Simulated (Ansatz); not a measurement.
**Ti: pressure against volume**

Ti, Fm-3m, a = 4.112 Å. This isn't the element's structure at ambient conditions. Ansatz: PBE, PAW, 420 eV, Γ-centred 18×18×18 mesh on 1 atom, Gaussian smearing 0.10 eV; no spin polarisation. Symmetry fixes shape and atoms, so the cell is only scaled; pressure is positive in compression.

```
V (Å³/atom) P (GPa)
     15.297    16.99
     15.818    11.86
     16.339     7.38
     16.861     3.45
     17.382     0.00
     17.904        ?
     18.425    -5.65
     19.121    -8.66
```

Take V0 = 17.382 Å³/atom, fit the third-order Birch–Murnaghan form to the other rows, and predict the missing pressure.

With the Eulerian strain f = ½[(V0/V)^(2/3) − 1] and y = P/[3f(1 + 2f)^(5/2)], the form is the line y = B0 + 1.5 B0 (B0′ − 4) f. Rows (f, y): 0.04446, 102.9; 0.03244, 104.1; 0.02106, 105.4; 0.01025, 106.6; -0.01905, 108.9; -0.03079, 109.9. Means f = 0.009728, y = 106.30; Σ(Δf)² = 0.004321, ΣΔfΔy = -0.3988; the slope is their ratio. y = 107.2 − 92.30 f GPa, so B0 = 107.2 GPa and B0′ = 4 + 2 × (-92.30)/(3 × 107.2) = 3.43. At V = 17.904, f = -0.00977, y = 108.10 and P = -3.02 GPa. The run gave -3.01 GPa, so the fit is 0.01 GPa too low, within the rms miss on the fitted rows (0.01 GPa).